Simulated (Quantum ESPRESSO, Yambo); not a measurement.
**CdSe (F-43m): G0W0 in Yambo against the bands**

How does the gap of CdSe (F-43m) converge in the bands?

Program: Yambo 5.3.0. Level of theory: PBE and many-body steps on it, plane waves. Results are calculated unless marked as measured.

## Step 1: The structure

Symmetry: F-43m, No. 216, cubic system. The conventional cell has a = 6.050 Å, b = 6.050 Å, c = 6.050 Å, α = 90.00°, β = 90.00°, γ = 90.00°. Nearest to Cd lie 4 Se at 2.62 Å. Se has 4 Cd at 2.62 Å nearest. Farther neighbours and most contacts between anions are not listed.

Coordinates:

```cif
data_structure
_symmetry_space_group_name_H-M 'P 1'
_symmetry_Int_Tables_number 1
_cell_length_a 4.2780
_cell_length_b 4.2780
_cell_length_c 4.2780
_cell_angle_alpha 60.000
_cell_angle_beta 60.000
_cell_angle_gamma 60.000
_cell_volume 55.36
loop_
_atom_site_label
_atom_site_type_symbol
_atom_site_fract_x
_atom_site_fract_y
_atom_site_fract_z
_atom_site_occupancy
Cd1 Cd 0.00000 0.00000 0.00000 1
Se2 Se 0.75000 0.75000 0.75000 1
```

The lattice is a measured one from papers, the positions are the Materials Project's; both are kept fixed.

## Step 2: 42 bands

This step: Yambo 5.3.0; G0W0 on PBE, plane waves, norm-conserving pseudopotentials.

Now the one-shot GW correction: screening in the RPA, then the self-energy of the levels asked for.

Input file gw1.in:

```
HF_and_locXC
gw0
dyson
ppa
em1d
rim_cut
RandQpts= 1000000
RandGvec= 1 RL
EXXRLvcs= 104 Ry
VXCRLvcs= 416 Ry
Chimod= "HARTREE"
% BndsRnXp
 1 | 42 |
%
NGsBlkXp= 14.5 Ry
% LongDrXp
 1 | 1 | 1 |
%
% GbndRnge
 1 | 42 |
%
DysSolver= "n"
ExtendOut
PPAPntXp= 27.21138 eV
% QPkrange
 1 | 1 | 21 | 24 |
%
```

The run is started by

```console
$ OMP_NUM_THREADS=1 mpirun -n 8 yambo -F gw1.in -J gw1 -C gw1 > gw1.log
```

The program printed:

```text
 Yambo, version 5.3.0

 [02] CORE Variables Setup
 =========================

  [... cell, symmetries and grids as in the set-up ...]

  [02.05] Energies & Occupations
  ==============================

  [X] === General ===
  [X] Electronic Temperature                        :  0.000000  0.000000 [eV K]
  [X] Bosonic    Temperature                        :  0.000000  0.000000 [eV K]
  [X] Finite Temperature mode                       : no
  [X] El. density                                   :  0.79478E+24 [cm-3]
  [X] Fermi Level                                   :  8.337627 [eV]

  [X] === Gaps and Widths ===
  [X] Conduction Band Min                           :  0.642755 [eV]
  [X] Valence Band Max                              :  0.000000 [eV]
  [X] Filled Bands                                  :  22
  [X] Empty Bands                                   :    23   377
  [X] Direct Gap                                    :  0.642755 [eV]
  [X] Direct Gap localized at k                     :  1
  [X] Indirect Gap                                  :  0.642755 [eV]
  [X] Indirect Gap between kpts                     :  1  1
  [X] Last valence band width                       :  2.274404 [eV]
  [X] 1st conduction band width                     :  4.462916 [eV]

 [03] Transferred momenta grid and indexing
 ==========================================

 IBZ Q-points                                      :   8
 BZ  Q-points                                      :   64

 K/Q-points units:
 rlu = crystal or reduced units; cc = cartesian coordinates; iku = interal k-units

 Q [1]          [rlu]:  0.000000  0.000000  0.000000
 Q [2]          [rlu]: -0.89146E-17 -0.89146E-17  0.25000
 Q [3]          [rlu]:  0.17829E-16  0.17829E-16 -0.50000
 Q [4]          [rlu]:  0.77583E-17  0.25000      0.25000
 Q [5]          [rlu]:  0.88264E-17  0.25000      0.50000
 Q [6]          [rlu]:  0.17829E-16  0.25000     -0.25000
 Q [7]          [rlu]: -0.15517E-16 -0.50000     -0.50000
 Q [8]          [rlu]:  0.250000 -0.500000 -0.250000

 [04] Coloumb potential Random Integration (RIM)
 ===============================================

  [04.01] RIM initialization
  ==========================

  * Diagonal components only detected *

  8 x (sBL volume)        :  0.082994 [a.u.]
  sBZ random points       :  1000000
  Points outside the sBZ  :   7999624
  RL volume               :  0.663952 [a.u.]
  Integrated volume       :  0.663983 [a.u.]

  [04.02] RIM integrals
  =====================

  Gamma point sphere radius             :  0.079122 [a.u.]
  Points outside the sphere             :   799635
  [Int_sBZ(q=0) 1/q^2]*(Vol_sBZ)^(-1/3) =:  7.763403
                                 should be <:  7.795600

  Summary of Coulomb integrals for non-metallic bands |Q|[au] RIM/Bare

  Q [1] 0.100000E-4 0.995870 * Q [2] 0.237972 1.064105
  Q [4] 0.274787 1.063960 * Q [6] 0.388607 1.026025
  Q [5] 0.455682 1.019091 * Q [3] 0.475944 1.016476
  Q [7] 0.549573 1.013019 * Q [8] 0.614442 1.009952

 [WARNING] [Xp] User bands 1-42 break level degeneracy

 [05] Dipoles
 ============

  [05.01] Setup: observables and procedures
  =========================================

 [06] Dynamic Dielectric Matrix (PPA)
 ====================================

 [SLK-Inversion]  Pools        :  2
 [SLK-Inversion]  BLACS grid   :  2  2

 [WR./gw1//ndb.pp]---------------------------------------------------------------
  Brillouin Zone Q/K grids (IBZ/BZ)                :    8   64    8   64
  RL vectors                                       :   7799 [WF]
  Coulomb cutoff potential                         : none
  Electronic Temperature                           :  0.000000 [K]
  Bosonic    Temperature                           :  0.000000 [K]
  PPA    diel. fun.  energies                      : Perdew, Burke & Ernzerhof(X)+Perdew, Burke & Ernzerhof(C)
  wavefunctions                                    : Perdew, Burke & Ernzerhof(X)+Perdew, Burke & Ernzerhof(C)
  Global Gauge                                     : length
  X matrix size                                    :   339
  X band range                                     :    1   42
  X e/h energy range                               : -1.000000 -1.000000 [eV]
  X Time ordering                                  : R
  X Hxc Kernel                                     : HARTREE
  X Drude frequency                                :  0.000000  0.000000
  X poles                                          :  100.0000 [o/o]
  RL vectors in the sum                            :   7799
  [r,Vnl] included                                 : yes
  Field direction                                  :  0.577350E-5  0.577350E-5  0.577350E-5
  BZ energy Double Grid                            : no
  BZ energy DbGd points                            : 0
  BZ Q point size factor                           : -1.000000
  X Optical Averaged directions                    : none

 [07] Local Exchange-Correlation + Non-Local Fock
 ================================================

 [VXC] Plane waves :   53497
 [EXS] Plane waves :   6855

 QP @ state[ 1 ] K range:  1  1
 QP @ state[ 1 ] b range:  21  24

 [xc] Functional : Perdew, Burke & Ernzerhof(X)+Perdew, Burke & Ernzerhof(C)
 [xc] LIBXC used to calculate xc functional
  PP Number of Atomic Species                      :  2
  NLCC RL compoments                               :   53497
  PP Number of Atomic Species                      :  2
  NLCC RL compoments                               :   53497

 [xc] E_xc :  -40.58500 [Ha]
      E_xc :  -81.17000 [Ry]

  Local XC kind (lXC) : Perdew, Burke & Ernzerhof(X)+Perdew, Burke & Ernzerhof(C)
  Non-Local XC kind (nlXC) : Hartree-Fock

  Corrections @ K [1] :  [eV]
 <21|nlXC|21> = -18.56248 -0.18982E-17 <21|lXC|21> = -16.08531  0.000000
 <22|nlXC|22> = -18.56249  0.18202E-17 <22|lXC|22> = -16.08531  0.000000
 <23|nlXC|23> = -8.137804  0.23949E-17 <23|lXC|23> = -11.74024  0.000000
 <24|nlXC|24> = -5.919439  0.19810E-17 <24|lXC|24> = -10.49393  0.000000

 [08] Dyson equation: Newton solver
 ==================================

  [08.01] G0W0 (W PPA)
  ====================

  [  GW  ] Bands range     :    1   42
  [GW/PPA] G damping       :  0.100000 [eV]

  QP @ state[ 1 ] K range:  1  1
  QP @ state[ 1 ] b range:  21  24

   Sc/G bands                                       :    1   42
   Sc/G damping                                     :  0.100000 ev
   Sc bands terminator                              : no
   Sx RL components                                 :   6855

   QP @ state[ 1 ] K range                          :  1  1
   QP @ state[ 1 ] b range                          :  21  24
   GF energies kind                                 : Perdew, Burke & Ernzerhof(X)+Perdew, Burke & Ernzerhof(C)
   GF WF`s kind                                     : Perdew, Burke & Ernzerhof(X)+Perdew, Burke & Ernzerhof(C)
   Xs energies kind                                 : Perdew, Burke & Ernzerhof(X)+Perdew, Burke & Ernzerhof(C)
   Xs WF`s kind                                     : Perdew, Burke & Ernzerhof(X)+Perdew, Burke & Ernzerhof(C)

 [11] Game Over & Game summary
```

Run time: 36 s. Hardware: 8 MPI ranks of Intel Xeon at 2.60GHz (Ice Lake), shared host; peak memory 4.9 GiB.

Numbers from this step:

| Item | Value |
| --- | --- |
| G0W0 gap on the points computed | 1.270 eV |
| starting gap on the mesh | 0.6428 eV |
| k of the valence top | 0, 0, 0 |
| k of the conduction bottom | 0, 0, 0 |
| least direct G0W0 gap on the computed points | 1.270 eV |
| Z at the valence top | 0.7923 |
| Z at the conduction bottom | 0.8146 |

The gap on the mesh goes from 0.64 eV to 1.27 eV, a correction of +0.63 eV.

## Step 3: 66 bands

Input file gw2.in:

```
HF_and_locXC
gw0
dyson
ppa
em1d
rim_cut
RandQpts= 1000000
RandGvec= 1 RL
EXXRLvcs= 104 Ry
VXCRLvcs= 416 Ry
Chimod= "HARTREE"
% BndsRnXp
 1 | 66 |
%
NGsBlkXp= 14.5 Ry
% LongDrXp
 1 | 1 | 1 |
%
% GbndRnge
 1 | 66 |
%
DysSolver= "n"
ExtendOut
PPAPntXp= 27.21138 eV
% QPkrange
 1 | 1 | 21 | 24 |
%
```

The run is started by

```console
$ OMP_NUM_THREADS=1 mpirun -n 8 yambo -F gw2.in -J gw2 -C gw2 > gw2.log
```

The program printed:

```text
 Yambo, version 5.3.0

 [02] CORE Variables Setup
 =========================

  [... cell, symmetries and grids as in the set-up ...]

  [02.05] Energies & Occupations
  ==============================

  [X] === General ===
  [X] Electronic Temperature                        :  0.000000  0.000000 [eV K]
  [X] Bosonic    Temperature                        :  0.000000  0.000000 [eV K]
  [X] Finite Temperature mode                       : no
  [X] El. density                                   :  0.79478E+24 [cm-3]
  [X] Fermi Level                                   :  8.337627 [eV]

  [X] === Gaps and Widths ===
  [X] Conduction Band Min                           :  0.642755 [eV]
  [X] Valence Band Max                              :  0.000000 [eV]
  [X] Filled Bands                                  :  22
  [X] Empty Bands                                   :    23   377
  [X] Direct Gap                                    :  0.642755 [eV]
  [X] Direct Gap localized at k                     :  1
  [X] Indirect Gap                                  :  0.642755 [eV]
  [X] Indirect Gap between kpts                     :  1  1
  [X] Last valence band width                       :  2.274404 [eV]
  [X] 1st conduction band width                     :  4.462916 [eV]

 [03] Transferred momenta grid and indexing
 ==========================================

 IBZ Q-points                                      :   8
 BZ  Q-points                                      :   64

 K/Q-points units:
 rlu = crystal or reduced units; cc = cartesian coordinates; iku = interal k-units

 Q [1]          [rlu]:  0.000000  0.000000  0.000000
 Q [2]          [rlu]: -0.89146E-17 -0.89146E-17  0.25000
 Q [3]          [rlu]:  0.17829E-16  0.17829E-16 -0.50000
[...]
================================================

 [VXC] Plane waves :   53497
 [EXS] Plane waves :   6855

 QP @ state[ 1 ] K range:  1  1
 QP @ state[ 1 ] b range:  21  24

 [xc] Functional : Perdew, Burke & Ernzerhof(X)+Perdew, Burke & Ernzerhof(C)
 [xc] LIBXC used to calculate xc functional
  PP Number of Atomic Species                      :  2
  NLCC RL compoments                               :   53497
  PP Number of Atomic Species                      :  2
  NLCC RL compoments                               :   53497

 [xc] E_xc :  -40.58500 [Ha]
      E_xc :  -81.17000 [Ry]

  Local XC kind (lXC) : Perdew, Burke & Ernzerhof(X)+Perdew, Burke & Ernzerhof(C)
  Non-Local XC kind (nlXC) : Hartree-Fock

  Corrections @ K [1] :  [eV]
 <21|nlXC|21> = -18.56248 -0.18982E-17 <21|lXC|21> = -16.08531  0.000000
 <22|nlXC|22> = -18.56249  0.18202E-17 <22|lXC|22> = -16.08531  0.000000
 <23|nlXC|23> = -8.137804  0.23949E-17 <23|lXC|23> = -11.74024  0.000000
 <24|nlXC|24> = -5.919439  0.19810E-17 <24|lXC|24> = -10.49393  0.000000

 [08] Dyson equation: Newton solver
 ==================================

  [08.01] G0W0 (W PPA)
  ====================

  [  GW  ] Bands range     :    1   66
  [GW/PPA] G damping       :  0.100000 [eV]

  QP @ state[ 1 ] K range:  1  1
  QP @ state[ 1 ] b range:  21  24

   Sc/G bands                                       :    1   66
   Sc/G damping                                     :  0.100000 ev
   Sc bands terminator                              : no
   Sx RL components                                 :   6855

   QP @ state[ 1 ] K range                          :  1  1
   QP @ state[ 1 ] b range                          :  21  24
   GF energies kind                                 : Perdew, Burke & Ernzerhof(X)+Perdew, Burke & Ernzerhof(C)
   GF WF`s kind                                     : Perdew, Burke & Ernzerhof(X)+Perdew, Burke & Ernzerhof(C)
   Xs energies kind                                 : Perdew, Burke & Ernzerhof(X)+Perdew, Burke & Ernzerhof(C)
   Xs WF`s kind                                     : Perdew, Burke & Ernzerhof(X)+Perdew, Burke & Ernzerhof(C)

 [11] Game Over & Game summary
```

It took 59 s on 8 MPI ranks; peak memory 4.7 GiB.

Numbers from this step:

* G0W0 gap on the points computed: 1.229 eV
* starting gap on the mesh: 0.6428 eV
* k of the valence top: 0, 0, 0
* k of the conduction bottom: 0, 0, 0
* least direct G0W0 gap on the computed points: 1.229 eV
* Z at the valence top: 0.7944
* Z at the conduction bottom: 0.8151

Against the run before, the gap moves by −0.041 eV.

## Step 4: 111 bands

Input file gw3.in:

```
HF_and_locXC
gw0
dyson
ppa
em1d
rim_cut
RandQpts= 1000000
RandGvec= 1 RL
EXXRLvcs= 104 Ry
VXCRLvcs= 416 Ry
Chimod= "HARTREE"
% BndsRnXp
 1 | 111 |
%
NGsBlkXp= 14.5 Ry
% LongDrXp
 1 | 1 | 1 |
%
% GbndRnge
 1 | 111 |
%
DysSolver= "n"
ExtendOut
PPAPntXp= 27.21138 eV
% QPkrange
 1 | 1 | 21 | 24 |
%
```

The run is started by

```console
$ OMP_NUM_THREADS=1 mpirun -n 8 yambo -F gw3.in -J gw3 -C gw3 > gw3.log
```

The program printed:

```text
 Yambo, version 5.3.0

 [02] CORE Variables Setup
 =========================

  [... cell, symmetries and grids as in the set-up ...]

  [02.05] Energies & Occupations
  ==============================

  [X] === General ===
  [X] Electronic Temperature                        :  0.000000  0.000000 [eV K]
  [X] Bosonic    Temperature                        :  0.000000  0.000000 [eV K]
  [X] Finite Temperature mode                       : no
  [X] El. density                                   :  0.79478E+24 [cm-3]
[...]
Sx RL components                                 :   6855

   QP @ state[ 1 ] K range                          :  1  1
   QP @ state[ 1 ] b range                          :  21  24
   GF energies kind                                 : Perdew, Burke & Ernzerhof(X)+Perdew, Burke & Ernzerhof(C)
   GF WF`s kind                                     : Perdew, Burke & Ernzerhof(X)+Perdew, Burke & Ernzerhof(C)
   Xs energies kind                                 : Perdew, Burke & Ernzerhof(X)+Perdew, Burke & Ernzerhof(C)
   Xs WF`s kind                                     : Perdew, Burke & Ernzerhof(X)+Perdew, Burke & Ernzerhof(C)

 [11] Game Over & Game summary
```

The job ended after 1.7 min (8 MPI ranks; peak memory 4.9 GiB).

Numbers from this step:

```
G0W0 gap on the points computed              : 1.261 eV
starting gap on the mesh                     : 0.6428 eV
k of the valence top                         : 0, 0, 0
k of the conduction bottom                   : 0, 0, 0
least direct G0W0 gap on the computed points : 1.261 eV
```

Against the run before, the gap moves by +0.033 eV.

(Continued in part 2 of 2.)

[Paths, hosts, dates, memory and timing lines, banners, echoed tables and standing remarks are left out of the program output.]

[Logs are printed without paths, hosts, clocks, repeated set-up lines and the standing remarks that a program may print on its own settings, such as how far it seeks lower states.]

[Runs of the session that timed out or met a known fault of the program may be left out.]

[Hosts, paths, dates, database ids (printed as entryN), source tags and the programs' standing remarks are cut or masked in the printed files.]
